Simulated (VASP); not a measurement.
# HgTe (Coloradoite) (F-43m) in VASP: further runs

Aim: see how the results for HgTe (Coloradoite) move with the level of theory and the settings. Levels: PBE, LDA. Tasks: band structure.

Program: VASP 6.6.1. These are calculated values, not measurements. Logs are shortened: lines on timing, memory, paths and dates and some standing lists are left out, and cuts for length are marked.

## (1) The crystal as given

Symmetry: F-43m, No. 216, cubic system. Conventional cell: a = 6.516 Å, b = 6.516 Å, c = 6.516 Å, α = 90.00°, β = 90.00°, γ = 90.00°. Hg (site symmetry -43m) is surrounded by 4 Te at 2.82 Å. Te (site symmetry -43m) is surrounded by 4 Hg at 2.82 Å.

## (2) Band structure, PBE

Contents of INCAR:

```
SYSTEM = HgTe
  PREC = Accurate
  ENCUT = 520
  EDIFF = 1E-6
  ISMEAR = 0
  SIGMA = 0.03
  LREAL = .FALSE.
  LASPH = .TRUE.
  NELM = 80
  ALGO = Normal
  ISIF = 2
  LWAVE = .FALSE.
  LCHARG = .FALSE.
  GGA = PE
  KPAR = 4
```

Contents of KPOINTS:

```
Automatic mesh
0
G
  10 10 10
  0 0 0
```

Contents of POSCAR:

```
HgTe                                    
1.0
    0.0000000000      3.2580088205      3.2580088205
    3.2580088205      0.0000000000      3.2580088205
    3.2580088205      3.2580088205      0.0000000000
  Hg              Te            
     1     1
Direct
     0.0000000000000000    0.0000000000000000    0.0000000000000000
     0.2500000000000000    0.2500000000000000    0.2500000000000000
```

Contents of KPOINTS_OPT:

```
explicit points
302
Reciprocal
 0.0000000000  0.0000000000  0.0000000000 1
 0.0263157895  0.0000000000  0.0263157895 1
 0.0526315789  0.0000000000  0.0526315789 1
 0.0789473684  0.0000000000  0.0789473684 1
 0.1052631579  0.0000000000  0.1052631579 1
 0.1315789474  0.0000000000  0.1315789474 1
[... 294 lines left out ...]
 0.5126615400  0.0253230800  0.5126615400 1
 0.4873384600 -0.0253230800  0.4873384600 1
```

Potentials or basis: VASP PAW PBE potentials, release 64 (Hg, Te).

Started as:

```sh
$ cat potpaw_PBE.64/Hg/POTCAR potpaw_PBE.64/Te/POTCAR > POTCAR
$ mpirun -np 4 vasp_std > vasp.out
```

OUTCAR:

```text
SYSTEM = HgTe
   PREC = Accurate
   ENCUT = 520
   EDIFF = 1E-6
   ISMEAR = 0
   LREAL = .FALSE.
   LASPH = .TRUE.
   NELM = 80
   ISIF = 2
   GGA = PE

 ion  position               nearest neighbor table
   1  0.000  0.000  0.000-   2 2.82   2 2.82   2 2.82   2 2.82
   2  0.250  0.250  0.250-   1 2.82   1 2.82   1 2.82   1 2.82

  LATTYP: Found a face centered cubic cell.
 ALAT       =     6.5160176410

  Lattice vectors:

 A1 = (   0.0000000000,   3.2580088205,   3.2580088205)
 A2 = (   3.2580088205,   0.0000000000,   3.2580088205)
 A3 = (   3.2580088205,   3.2580088205,   0.0000000000)

Analysis of symmetry for initial positions (statically):
=====================================================================
 Subroutine PRICEL returns:
 Original cell was already a primitive cell.

 Routine SETGRP: Setting up the symmetry group for a
 face centered cubic supercell.

 Subroutine GETGRP returns: Found 24 space group operations
 (whereof 24 operations were pure point group operations)
 out of a pool of 48 trial point group operations.

The static configuration has the point symmetry T_d .

Analysis of symmetry for dynamics (positions and initial velocities):
=====================================================================
 Subroutine PRICEL returns:
 Original cell was already a primitive cell.

 Routine SETGRP: Setting up the symmetry group for a
 face centered cubic supercell.

 Subroutine GETGRP returns: Found 24 space group operations
 (whereof 24 operations were pure point group operations)
 out of a pool of 48 trial point group operations.

The dynamic configuration has the point symmetry T_d .

 Subroutine INISYM returns: Found 24 space group operations
 (whereof 24 operations are pure point group operations),
 and found     1 'primitive' translations

----------------------------------------------------------------------------------------

                                     Primitive cell

  volume of cell :      69.1651

  direct lattice vectors                    reciprocal lattice vectors
     0.000000000  3.258008821  3.258008821    -0.153467970  0.153467970  0.153467970
     3.258008821  0.000000000  3.258008821     0.153467970 -0.153467970  0.153467970
     3.258008821  3.258008821  0.000000000     0.153467970  0.153467970 -0.153467970

  length of vectors
     4.607520260  4.607520260  4.607520260     0.265814321  0.265814321  0.265814321

  position of ions in fractional coordinates (direct lattice)
     0.000000000  0.000000000  0.000000000
     0.250000000  0.250000000  0.250000000

  ion indices of the primitive-cell ions
   primitive index   ion index
                 1           1
                 2           2

----------------------------------------------------------------------------------------

 KPOINTS: Automatic mesh

Automatic generation of k-mesh.
 Grid dimensions read from file:
 generate k-points for:   10   10   10

 Generating k-lattice:

  Cartesian coordinates                     Fractional coordinates (reciprocal lattice)
    -0.015346797  0.015346797  0.015346797     0.100000000  0.000000000  0.000000000
     0.015346797 -0.015346797  0.015346797     0.000000000  0.100000000  0.000000000
     0.015346797  0.015346797 -0.015346797     0.000000000  0.000000000  0.100000000

  Length of vectors
     0.026581432  0.026581432  0.026581432

  Shift w.r.t. Gamma in fractional coordinates (k-lattice)
     0.000000000  0.000000000  0.000000000

 Subroutine IBZKPT returns following result:
 ===========================================

 Found     47 irreducible k-points:

 Following reciprocal coordinates:
            Coordinates               Weight
  0.000000  0.000000  0.000000      1.000000
  0.100000  0.000000  0.000000      8.000000
  0.200000  0.000000  0.000000      8.000000
  0.300000  0.000000  0.000000      8.000000
  0.400000  0.000000  0.000000      8.000000
  0.500000  0.000000  0.000000      4.000000
[... 16 lines left out ...]
  0.300000  0.300000  0.000000      6.000000
  0.400000  0.300000  0.000000     24.000000
 [... further k-points ...]
   k-points           NKPTS =     47   k-points in BZ     NKDIM =     47   number of bands    NBANDS=     13
   number of dos      NEDOS =    301   number of ions     NIONS =      2
   total plane-waves  NPLWV =  46656
   dimension x,y,z NGX =    36 NGY =   36 NGZ =   36
   dimension x,y,z NGXF=    72 NGYF=   72 NGZF=   72
   ions per type =               1   1
   NGX,Y,Z   is equivalent  to a cutoff of  12.99, 12.99, 12.99 a.u.
   NGXF,Y,Z  is equivalent  to a cutoff of  25.98, 25.98, 25.98 a.u.
 SYSTEM =  HgTe
   PREC   = accura    normal or accurate (medium, high low for compatibility)
   ISTART =      0    job   : 0-new  1-cont  2-samecut
   ICHARG =      2    charge: 1-file 2-atom 10-const
   ISPIN  =      1    spin polarized calculation?
   LNONCOLLINEAR =      F non collinear calculations
   LSORBIT =      F    spin-orbit coupling
   LASPH  =      T    aspherical Exc in radial PAW
   ENCUT  =  520.0 eV  38.22 Ry    6.18 a.u.   8.57  8.57  8.57*2*pi/ulx,y,z
   NELM   =     80;   NELMIN=  2; NELMDL= -5     # of ELM steps
   EDIFF  = 0.1E-05   stopping-criterion for ELM
   LREAL  =      F    real-space projection
   EDIFFG = 0.1E-04   stopping-criterion for IOM
   NSW    =      0    number of steps for IOM
   IBRION =     -1    ionic relax: 0-MD 1-quasi-New 2-CG
   NFREE  =      0    steps in history (QN), initial steepest desc. (CG)
   ISIF   =      2    stress and relaxation
   ISYM   =      2    0-nonsym 1-usesym 2-fastsym
   POTIM  = 0.5000    time-step for ionic-motion
   TEBEG  =    0.0;   TEEND  =   0.0 temperature during run
   PSTRESS=    0.0 pullay stress
   NELECT =      18.0000    total number of electrons
   NUPDOWN=      -1.0000    fix difference up-down
   EMIN   =  10.00;   EMAX   =-10.00  energy-range for DOS
   EFERMI =   0.00;   METHOD = LEGACY
   ISMEAR =     0;   SIGMA  =   0.03  broadening in eV -4-tet -1-fermi 0-gaus
   EFERMI_NEDOS =   21; number of points for ismear=-14 and -15
   IALGO  =     38    algorithm
   IMIX   =      4    mixing-type and parameters
     AMIX     =   0.40;   BMIX     =  1.00
     AMIX_MAG =   1.60;   BMIX_MAG =  1.00
  volume/ion in A,a.u.               =      34.58       233.37
  Fermi-wavevector in a.u.,A,eV,Ry     =   1.045210  1.975160 14.863864  1.092463
  Thomas-Fermi vector in A             =   2.179996
   LORBIT       =      0    0 simple, 1 ext, 2 COOP (PROOUT), +10 PAW based schemes
   GGA     = PE    functional components
   LHFCALC =     F    Hartree Fock is set to
   AEXX    =    0.0000 exact exchange contribution
   IVDW    =     0    specifies the selected vdW correction
   LEPSILON=     F    determine dielectric tensor
   LRPA    =     F    only Hartree local field effects (RPA)
 non-spin polarized calculation
 Gauss-broadening in eV      SIGMA  =   0.03
  energy-cutoff  :      520.00
  volume of cell :       69.17
 maximum number of plane-waves:      1892
 NGX is ok and might be reduce to    36
   NGX = 17   NGY = 17   NGZ = 17

 number of electron      18.0000002 magnetization

 Free energy of the ion-electron system (eV)
  ---------------------------------------------------
  ext. energy  EPLUGINS =         0.00000000
  ---------------------------------------------------
  free energy    TOTEN  =        -3.61739681 eV

  energy without entropy =       -3.61735053  energy(sigma->0) =       -3.61737367

 E-fermi :   2.8538     XC(G=0):  -8.6340

 val. band max:        2.8446679511   @ k =   0.0000   0.0000   0.0000
 cond. band min:       3.3561690027   @ k =   0.1000   0.0000   0.0000
 fundamental gap:      0.5115010517
 Fermi energy:         2.8538050369

 k-point     1 :       0.0000    0.0000    0.0000
  band No.  band energies     occupation
      1      -8.9719      2.00000
      2      -4.3707      2.00000
      3      -4.3707      2.00000
      4      -4.3707      2.00000
      5      -3.8695      2.00000
      6      -3.8695      2.00000
      7       2.0615      2.00000
      8       2.8447      1.33333
      9       2.8447      1.33333
     10       2.8447      1.33333
     11       7.1183      0.00000
     12       7.1183      0.00000
     13       7.1183      0.00000

 k-point     2 :       0.1000    0.0000    0.0000
  band No.  band energies     occupation
      1      -8.9243      2.00000
      2      -4.3574      2.00000
      3      -4.3574      2.00000
      4      -4.3528      2.00000
      5      -3.8709      2.00000
      6      -3.8709      2.00000
      7       1.2777      2.00000
      8       2.7349      2.00000
      9       2.7349      2.00000
     10       3.3562      0.00000
     11       7.0219      0.00000
     12       7.2678      0.00000
     13       7.2678      0.00000

 k-point     3 :       0.2000    0.0000    0.0000
  band No.  band energies     occupation
      1      -8.7958      2.00000
      2      -4.3241      2.00000
      3      -4.3241      2.00000
      4      -4.2819      2.00000
      5      -3.8720      2.00000
      6      -3.8720      2.00000
      7       0.1130      2.00000
      8       2.4745      2.00000
      9       2.4745      2.00000
     10       3.6853      0.00000
     11       7.3397      0.00000
     12       7.5890      0.00000
     13       7.5890      0.00000

 k-point     4 :       0.3000    0.0000    0.0000
  band No.  band energies     occupation
      1      -8.6286      2.00000
      2      -4.2872      2.00000
      3      -4.2872      2.00000
      4      -4.1151      2.00000
      5      -3.8668      2.00000
      6      -3.8668      2.00000
      7      -1.0339      2.00000
      8       2.1903      2.00000
      9       2.1903      2.00000
     10       3.6751      0.00000
     11       7.8294      0.00000
     12       7.8294      0.00000
     13       8.2703      0.00000

 k-point     5 :       0.4000    0.0000    0.0000
  band No.  band energies     occupation
      1      -8.4862      2.00000
      2      -4.2622      2.00000
      3      -4.2622      2.00000
      4      -3.8558      2.00000
      5      -3.8558      2.00000
      6      -3.8218      2.00000
      7      -2.0039      2.00000
      8       1.9812      2.00000
      9       1.9812      2.00000
     10       3.5881      0.00000
     11       7.8984      0.00000
     12       7.8984      0.00000
     13       9.3494      0.00000
[... 257 lines left out ...]
 k-point    22 :      -0.2000    0.2000    0.0000
  band No.  band energies     occupation
      1      -8.5705      2.00000
      2      -4.2687      2.00000
      3      -4.2504      2.00000
      4      -4.1044      2.00000
      5      -3.8904      2.00000
      6      -3.8353      2.00000
      7      -1.0221      2.00000
      8       0.9982      2.00000
      9       2.2213      2.00000
     10       4.6335      0.00000
     11       7.5123      0.00000
     12       7.9673      0.00000
     13       8.0551      0.00000

 k-point    23 :       0.3000    0.3000    0.0000
  band No.  band energies     occupation
      1      -8.5105      2.00000
      2      -4.2534      2.00000
      3      -4.1750      2.00000
      4      -4.1750      2.00000
      5      -3.8669      2.00000
      6      -3.8310      2.00000
      7      -1.0331      2.00000
      8       1.2874      2.00000
      9       1.2874      2.00000
     10       4.8220      0.00000
     11       5.7823      0.00000
     12       9.6235      0.00000
     13       9.6242      0.00000

 k-point    24 :       0.4000    0.3000    0.0000
  band No.  band energies     occupation
      1      -8.3962      2.00000
      2      -4.2171      2.00000
      3      -4.1340      2.00000
      4      -4.1039      2.00000
      5      -3.8255      2.00000
      6      -3.7732      2.00000
      7      -1.6093      2.00000
      8       0.9005      2.00000
      9       1.0804      2.00000
     10       4.9260      0.00000
     11       5.8912      0.00000
     12       9.3016      0.00000
     13      10.0063      0.00000

 [... further k-points ...]

------------------------ aborting loop because EDIFF is reached ----------------------------------------

  FORCE on cell =-STRESS in cart. coord.  units (eV):
  Direction    XX          YY          ZZ          XY          YZ          ZX
  --------------------------------------------------------------------------------------
  -------------------------------------------------------------------------------------
  Total        1.0883314      1.0883314      1.0883314      0.0000000     -0.0000000     -0.0000000
  in kB       25.2107044     25.2107044     25.2107044      0.0000000     -0.0000000     -0.0000000
  external PRESSURE =      25.2107044 kB  Pullay stress =       0.0000000 kB

 VOLUME and BASIS-vectors are now :
 -----------------------------------------------------------------------------
  energy-cutoff  :      520.00
  volume of cell :       69.17
      direct lattice vectors                 reciprocal lattice vectors
     0.000000000  3.258008821  3.258008821    -0.153467970  0.153467970  0.153467970
     3.258008821  0.000000000  3.258008821     0.153467970 -0.153467970  0.153467970
     3.258008821  3.258008821  0.000000000     0.153467970  0.153467970 -0.153467970

 POSITION                                       TOTAL-FORCE (eV/Angst)
 -----------------------------------------------------------------------------------
      0.00000      0.00000      0.00000        -0.000000     -0.000000     -0.000000
      1.62900      1.62900      1.62900         0.000000      0.000000      0.000000
 -----------------------------------------------------------------------------------
    total drift:                               -0.000000     -0.000000     -0.000000

  FREE ENERGIE OF THE ION-ELECTRON SYSTEM (eV)
  ---------------------------------------------------
  free  energy   TOTEN  =        -3.6173968057 eV

  energy  without entropy=       -3.6173505270  energy(sigma->0) =       -3.61737367
```

Wall time 41 s (4 MPI ranks of Intel Xeon Platinum 8488C (Sapphire Rapids), shared host); peak memory 0.24 GiB.

Results:

- Free energy: -3.6174 eV
- Pressure: 2.5 GPa
- Band gap along the path: none (metal or under the smearing width)

Levels at the corners of the path, in eV from the Fermi level:
```csv
point,band 7,band 8,band 9,band 10,band 11,band 12
Γ,-0.79,-0.01,-0.01,-0.01,4.26,4.26
X,-5.31,-2.18,-2.18,1.90,2.54,8.12
X,-5.31,-2.18,-2.18,1.90,2.54,8.12
W,-5.39,-2.55,-2.46,3.05,4.64,5.28
W,-5.39,-2.55,-2.46,3.05,4.64,5.28
K,-5.34,-2.80,-1.81,2.24,4.02,7.01
K,-5.34,-2.80,-1.81,2.24,4.02,7.01
Γ,-0.79,-0.01,-0.01,-0.01,4.26,4.26
Γ,-0.79,-0.01,-0.01,-0.01,4.26,4.26
L,-5.34,-0.95,-0.95,0.70,5.05,5.05
L,-5.34,-0.95,-0.95,0.70,5.05,5.05
U,-5.34,-2.80,-1.81,2.24,4.02,7.01
U,-5.34,-2.80,-1.81,2.24,4.02,7.01
W,-5.39,-2.55,-2.46,3.05,4.64,5.28
W,-5.39,-2.55,-2.46,3.05,4.64,5.28
L,-5.34,-0.95,-0.95,0.70,5.05,5.05
L,-5.34,-0.95,-0.95,0.70,5.05,5.05
K,-5.34,-2.80,-1.81,2.24,4.02,7.01
U,-5.34,-2.80,-1.81,2.24,4.02,7.01
X,-5.31,-2.18,-2.18,1.90,2.54,8.12
```

Caveat: spin-orbit coupling is left out, which moves the levels of the heavy elements.

## (3) Band structure, LDA

Changes to INCAR since step 2:

```diff
@@ -13,3 +13,3 @@
   LCHARG = .FALSE.
-  GGA = PE
+  GGA = CA
   KPAR = 4
```

KPOINTS is that of step 2.

POSCAR is that of step 2.

KPOINTS_OPT is that of step 2.

Potentials or basis: VASP PAW LDA potentials, release 64 (Hg, Te).

Started as:

```sh
$ cat potpaw_LDA.64/Hg/POTCAR potpaw_LDA.64/Te/POTCAR > POTCAR
$ mpirun -np 4 vasp_std > vasp.out
```

Run time: 37 s. Hardware: 4 MPI ranks of Intel Xeon Platinum 8488C (Sapphire Rapids), shared host; peak memory 0.21 GiB.

The run converged. Its results:

* Free energy: -5.0290 eV
* Pressure: -1.4 GPa
* Band gap along the path: none (metal or under the smearing width)

Levels at the corners of the path, in eV from the Fermi level:
```
point  band 5  band 6  band 7  band 8  band 9  band 10  band 11  band 12  band 13
    Γ   -6.74   -6.74   -0.93   -0.01   -0.01    -0.01     4.19     4.19     4.19
    X   -6.68   -6.32   -5.36   -2.20   -2.20     1.82     2.37     7.92     8.64
    X   -6.68   -6.32   -5.36   -2.20   -2.20     1.82     2.37     7.92     8.64
    W   -6.77   -6.17   -5.43   -2.59   -2.49     3.01     4.50     5.14     6.03
    W   -6.77   -6.17   -5.43   -2.59   -2.49     3.01     4.50     5.14     6.03
    K   -6.72   -6.24   -5.38   -2.84   -1.83     2.15     3.90     6.85     7.07
    K   -6.72   -6.24   -5.38   -2.84   -1.83     2.15     3.90     6.85     7.07
    Γ   -6.74   -6.74   -0.93   -0.01   -0.01    -0.01     4.19     4.19     4.19
    Γ   -6.74   -6.74   -0.93   -0.01   -0.01    -0.01     4.19     4.19     4.19
    L   -6.72   -6.46   -5.40   -0.96   -0.96     0.59     4.97     4.97     6.62
    L   -6.72   -6.46   -5.40   -0.96   -0.96     0.59     4.97     4.97     6.62
    U   -6.72   -6.24   -5.38   -2.84   -1.83     2.15     3.90     6.85     7.07
    U   -6.72   -6.24   -5.38   -2.84   -1.83     2.15     3.90     6.85     7.07
    W   -6.77   -6.17   -5.43   -2.59   -2.49     3.01     4.50     5.14     6.03
    W   -6.77   -6.17   -5.43   -2.59   -2.49     3.01     4.50     5.14     6.03
    L   -6.72   -6.46   -5.40   -0.96   -0.96     0.59     4.97     4.97     6.62
    L   -6.72   -6.46   -5.40   -0.96   -0.96     0.59     4.97     4.97     6.62
    K   -6.72   -6.24   -5.38   -2.84   -1.83     2.15     3.90     6.85     7.07
    U   -6.72   -6.24   -5.38   -2.84   -1.83     2.15     3.90     6.85     7.07
    X   -6.68   -6.32   -5.36   -2.20   -2.20     1.82     2.37     7.92     8.64
```

Caveat: spin-orbit coupling is left out, which moves the levels of the heavy elements.
